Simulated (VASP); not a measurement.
Level of theory: PBE GGA, VASP's PBE PAW potentials (set 64) (plane waves; VASP 6.6.1).

The input files of a VASP run:

INCAR:
```
PREC = Accurate
NELM = 100   ! most electronic steps
GGA = PE   ! PBE
SIGMA = 0.05   ! width (eV)
ENCUT = 520
LCHARG = .False.
LREAL = .False.
ISMEAR = 0
EDIFF = 1E-6   ! SCF stop (eV)
LMAXMIX = 4
ISIF = 2   ! forces and stress, cell fixed
SYSTEM = BaF2
LWAVE = .False.
LASPH = .True.   ! aspherical one-centre terms
ALGO = Fast   ! Davidson, then RMM-DIIS
```

File POSCAR:
```
BaF2
1
    0.0000000000     3.1620000000     3.1620000000
    3.1620000000     0.0000000000     3.1620000000
    3.1620000000     3.1620000000     0.0000000000
Ba F
1 2
Direct
  0.0000000000   0.0000000000   0.0000000000
  0.2500000000   0.2500000000   0.2500000000
  0.7500000000   0.7500000000   0.7500000000
```

### KPOINTS
```
Automatic mesh
0
Gamma
6 6 6
0 0 0
```

POTCAR, in this order: Ba_sv F (PBE.64 set). Program: vasp_std.

What VASP printed:

OSZICAR:
```
       N       E                     dE             d eps       ncg     rms          rms(c)
DAV:   1     0.161002224843E+03    0.16100E+03   -0.13204E+04   512   0.139E+03
DAV:   2    -0.118433328574E+02   -0.17285E+03   -0.16885E+03   640   0.292E+02
DAV:   3    -0.188039603838E+02   -0.69606E+01   -0.69524E+01   696   0.678E+01
DAV:   4    -0.189248528601E+02   -0.12089E+00   -0.12088E+00   648   0.754E+00
DAV:   5    -0.189301050136E+02   -0.52522E-02   -0.52521E-02   704   0.104E+00    0.839E+00
RMM:   6    -0.170402282129E+02    0.18899E+01   -0.78092E+00   565   0.178E+01    0.363E+00
RMM:   7    -0.170862190709E+02   -0.45991E-01   -0.84766E-01   613   0.425E+00    0.239E+00
RMM:   8    -0.171112042735E+02   -0.24985E-01   -0.17742E-01   589   0.389E+00    0.393E-01
RMM:   9    -0.171208525628E+02   -0.96483E-02   -0.69493E-02   656   0.126E+00    0.294E-01
RMM:  10    -0.171261091000E+02   -0.52565E-02   -0.13881E-02   647   0.708E-01    0.267E-01
RMM:  11    -0.171264401477E+02   -0.33105E-03   -0.70581E-03   700   0.351E-01    0.312E-02
RMM:  12    -0.171265829332E+02   -0.14279E-03   -0.14567E-03   712   0.175E-01    0.144E-02
RMM:  13    -0.171266734228E+02   -0.90490E-04   -0.92538E-04   727   0.853E-02    0.751E-03
RMM:  14    -0.171266997966E+02   -0.26374E-04   -0.25076E-04   636   0.482E-02    0.438E-03
RMM:  15    -0.171267152186E+02   -0.15422E-04   -0.15470E-04   585   0.335E-02    0.480E-03
RMM:  16    -0.171267199548E+02   -0.47361E-05   -0.46906E-05   539   0.233E-02    0.195E-03
RMM:  17    -0.171267228215E+02   -0.28668E-05   -0.30376E-05   515   0.154E-02    0.686E-04
RMM:  18    -0.171267238759E+02   -0.10543E-05   -0.93824E-06   458   0.102E-02    0.483E-04
RMM:  19    -0.171267243557E+02   -0.47988E-06   -0.58113E-06   328   0.567E-03
   1 F= -.17126724E+02 E0= -.17126724E+02  d E =-.636406E-12
```

**OUTCAR**
```
------------------------ aborting loop because EDIFF is reached ----------------------------------------
  FORCE on cell =-STRESS in cart. coord.  units (eV):
  Direction    XX          YY          ZZ          XY          YZ          ZX
  --------------------------------------------------------------------------------------
  Total       -0.4026993     -0.4026993     -0.4026993     -0.0000000     -0.0000000      0.0000000
  in kB      -10.2041279    -10.2041279    -10.2041279     -0.0000000     -0.0000000      0.0000000
  external PRESSURE =     -10.2041279 kB  Pullay stress =       0.0000000 kB
  volume of cell :       63.23
      direct lattice vectors                 reciprocal lattice vectors
     0.000000000  3.162000000  3.162000000    -0.158127767  0.158127767  0.158127767
     3.162000000  0.000000000  3.162000000     0.158127767 -0.158127767  0.158127767
     3.162000000  3.162000000  0.000000000     0.158127767  0.158127767 -0.158127767
 POSITION                                       TOTAL-FORCE (eV/Angst)
 -----------------------------------------------------------------------------------
      0.00000      0.00000      0.00000        -0.000000      0.000000     -0.000000
      1.58100      1.58100      1.58100         0.000000      0.000000      0.000000
      4.74300      4.74300      4.74300        -0.000000     -0.000000      0.000000
 -----------------------------------------------------------------------------------
    total drift:                                0.000000      0.000000      0.000000
  FREE ENERGIE OF THE ION-ELECTRON SYSTEM (eV)
  ---------------------------------------------------
  free  energy   TOTEN  =       -17.1267243557 eV

  energy  without entropy=      -17.1267243557  energy(sigma->0) =      -17.12672436
```
(Selected blocks of OUTCAR.)

The compound is BaF2 in the fluorite structure. The cell was not relaxed at this level. The run is one of a series of settings (ALGO = Fast against the base run), some of them coarse on purpose.
